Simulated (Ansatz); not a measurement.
ZnCu2SnS4:

```
CELL_PARAMETERS angstrom
-2.71710 2.71710 5.42480
2.71710 -2.71710 5.42480
2.71710 2.71710 -5.42480
ATOMIC_POSITIONS crystal
Sn 0.50000 0.50000 0.00000
Zn 0.25000 0.75000 0.50000
Cu 0.75000 0.25000 0.50000
Cu 0.00000 0.00000 0.00000
S 0.62799 0.62839 0.51280
S 0.88481 0.37201 0.00040
S 0.11559 0.11519 0.48720
S 0.37161 0.88441 0.99960
```

Base run:

* Program: Ansatz 0.2.0
* Functional: r2SCAN
* Potentials or basis: Ansatz PAW
* Cutoff: 500 eV (not typed: the program's choice for these potentials)
* k mesh: 7 × 7 × 7
* Occupations: fermi-dirac, width 0.05 eV
* Spin: no spin polarisation

Its results: band gap on the k mesh 0.60 eV, direct; pressure -0.2 GPa; largest force 0.452 eV/Å.

**Question.** The run is repeated on the same cell with these changes: functional from r2SCAN to PBEsol; cutoff from 500 eV (not typed: the program's choice for these potentials) to 420 eV (not typed: the program's choice for these potentials). What comes out?

**Answer.** Band gap on the k mesh 0.23 eV, direct; pressure -1.7 GPa; largest force 0.661 eV/Å.

r2SCAN gives the wider gap, since meta-GGAs in the generalised Kohn-Sham scheme recover part of the derivative discontinuity.

Caveats: spin-orbit coupling is left out, which moves the levels of the heavy elements; the PAW data sets come from PBE, with cores solved anew for the run's functional, which leaves a small shift of forces and pressure.
